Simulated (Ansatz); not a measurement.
An inverse problem

Cell vectors (Å):

```
0.0000 2.3455 2.3455
2.3455 0.0000 2.3455
2.3455 2.3455 0.0000
```

| atom | a | b | c |
| --- | --- | --- | --- |
| Na | 0.0000 | 0.0000 | 0.0000 |
| X | 0.5000 | 0.5000 | 0.5000 |

Level of theory: LDA, all-electron LAPW in Ansatz 0.2.0, scalar-relativistic. k mesh 8×8×8, fine mesh 14×14×14, fixed occupations, lines of 0.2 eV.

Independent-particle optical response of a crystal from Kohn-Sham bands on the fine mesh, no local fields or excitons; Cartesian axes as in the cell vectors.

```
Fine mesh              : 14, 14, 14
Line width             : 0.2 eV
Further gaussian width : 0.3 eV
```

```tsv
photon energy (eV)	dielectric imag xx
0.8	0
1.6	0
2.4	0
3.2	0
4	0.29
4.8	7.14
5.6	9.32
6.4	3.74
7.2	2.08
8	1.31
8.8	0.87
9.6	0.66
10.4	0.65
11.2	0.5
12	0.39
12.8	0.31
13.6	0.27
14.4	0.19
15.2	0.17
16	0.12
16.8	0.09
17.6	0.08
18.4	0.07
19.2	0.05
20	0.04
20.8	0.05
21.6	0.07
22.4	0.12
23.2	0.07
24	0.06
24.8	0.05
```

Q: All X atoms are one element. Which one was computed?

A: H; the crystal is NaH (Fm-3m, a database entry that needn't be its stable phase).

Keep in mind: semilocal gaps are low, and what follows the gap (onsets, screening, light masses) shifts with it; spectra summed at the mesh points alone.
